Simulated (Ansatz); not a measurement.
# PbO: the cost of one run

Program: Ansatz 0.2.0. Level of theory: reference: DFT, r2SCAN, plane waves, PAW. These are calculated values, not measurements.

3 further runs of the same task are left out: 3 that didn't finish.

### 1 The system as given

The structure is cubic, space group Fm-3m (No. 225). Conventional cell: a = 5.213 Å, b = 5.213 Å, c = 5.213 Å, α = 90.00°, β = 90.00°, γ = 90.00°. Around Pb (site symmetry m-3m) lie 6 O at 2.61 Å. O (site symmetry m-3m) is surrounded by 6 Pb at 2.61 Å.

Coordinates:

```cif
data_structure
_symmetry_space_group_name_H-M 'P 1'
_symmetry_Int_Tables_number 1
_cell_length_a 3.6862
_cell_length_b 3.6862
_cell_length_c 3.6862
_cell_angle_alpha 60.000
_cell_angle_beta 60.000
_cell_angle_gamma 60.000
_cell_volume 35.42
loop_
_atom_site_label
_atom_site_type_symbol
_atom_site_fract_x
_atom_site_fract_y
_atom_site_fract_z
_atom_site_occupancy
Pb1 Pb 0.00000 0.00000 0.00000 1
O1 O 0.50000 0.50000 0.50000 1
```

### 2 Reference

input.yaml

```yaml
crystal:
  lattice:
    - [0.0, 2.6065174966, 2.6065174966]
    - [2.6065174966, 0.0, 2.6065174966]
    - [2.6065174966, 2.6065174966, 0.0]
  atoms:
    - { symbol: Pb, position: [0.0, 0.0, 0.0] }
    - { symbol: O, position: [0.5, 0.5, 0.5] }
kpoints:
  mp_grid: { grid: [6, 6, 6] }
hamiltonian:
  xc: r2scan
scf:
  occupations: { method: fixed }
  n_extra_bands: 4
output:
  forces: true
  stress: true
  eigenvalues: true
  write_density: true
  write_potential: true
  elf: true
  volumetric_format: npy
```

On the command line:

```console
ansatz run input.yaml --threads 4 --pin off --max-ram 3686MiB --backend cpu --events-out ev --progress --plain --runs-dir out
```

What time and memory should one allow on 4 threads of AMD EPYC 7R13 (Zen 3), shared host?

About 1.2 s, with a peak of 0.49 GiB.
